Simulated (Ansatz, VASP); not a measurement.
# BN in VASP and in Ansatz

File INCAR:

```
SYSTEM = BN
PREC = Accurate ; ENCUT = 520
EDIFF = 1E-6 ; ISMEAR = 0
SIGMA = 0.05 ; LREAL = .FALSE.
LASPH = .TRUE. ; NELM = 100
ALGO = Normal ; ISIF = 2
LWAVE = .FALSE. ; LCHARG = .FALSE.
GGA = PS ; NBANDS = 16
```

KPOINTS

```
regular mesh
0
G
  12 12 4
  0 0 0
```

The input POSCAR:

```
BN
1.0
    2.5043488457      0.0000000000      0.0000000000
   -1.2521744229      2.1688297203      0.0000000000
    0.0000000000      0.0000000000      7.0892866309
B N
2 2
Direct
    0.3333333333      0.6666666667      0.2500000000
    0.6666666667      0.3333333333      0.7500000000
    0.3333333333      0.6666666667      0.7500000000
    0.6666666667      0.3333333333      0.2500000000
```

Input for Ansatz:

```yaml
crystal:
  lattice:
    - [2.5043488457, 0.0, 0.0]
    - [-1.2521744229, 2.1688297203, 0.0]
    - [0.0, 0.0, 7.0892866309]
  atoms:
    - { symbol: B, position: [0.3333333333, 0.6666666667, 0.25] }
    - { symbol: B, position: [0.6666666667, 0.3333333333, 0.75] }
    - { symbol: "N", position: [0.3333333333, 0.6666666667, 0.75] }
    - { symbol: "N", position: [0.6666666667, 0.3333333333, 0.25] }
basis:
  ecutwfc: 420
kpoints:
  mp_grid: { grid: [12, 12, 4] }
hamiltonian:
  xc: pbesol
scf:
  occupations: { method: gaussian, width: 0.05 }
output:
  forces: true
  stress: true
  eigenvalues: true
```

Change from the starting cell: strain +0.0100 x Voigt [0, 0, 1, 0, 0, 0], atoms carried along.

Alike in both runs: task single point; functional PBEsol; k mesh 12 × 12 × 4; occupations gaussian, width 0.05 eV; no spin polarisation.

|  | VASP | Ansatz |
| --- | --- | --- |
| version | VASP 6.6.1 | Ansatz 0.2.0 |
| potentials or method | VASP PAW PBE potentials, release 64 (B, N) | scalar-relativistic, plane waves, PAW |
| plane-wave cutoff (eV) | 520 | 420 |
| valence electrons in the cell | 16 | 16 |

VASP gave:

```
gap on the k mesh at the Fermi level (eV)       : 4.27
least direct gap on the mesh (eV)               : 4.60
pressure (GPa)                                  : 0.3
largest component of the traceless stress (GPa) : 0.44
```

Q: Estimate Ansatz's values.

A: gap on the k mesh at the Fermi level (eV): 4.29; least direct gap on the mesh (eV): 4.60; pressure (GPa): 0.0; largest component of the traceless stress (GPa): 0.02.

With one functional, cell and mesh, what is left measures potentials, basis and numerics.

Caveats: the PAW data sets were made with another functional, which shifts forces and pressure a little (VASP); this functional lacks dispersion, which binds the layers, so the pressure and a relaxed spacing across them are unreliable. A k mesh can miss the band edges.
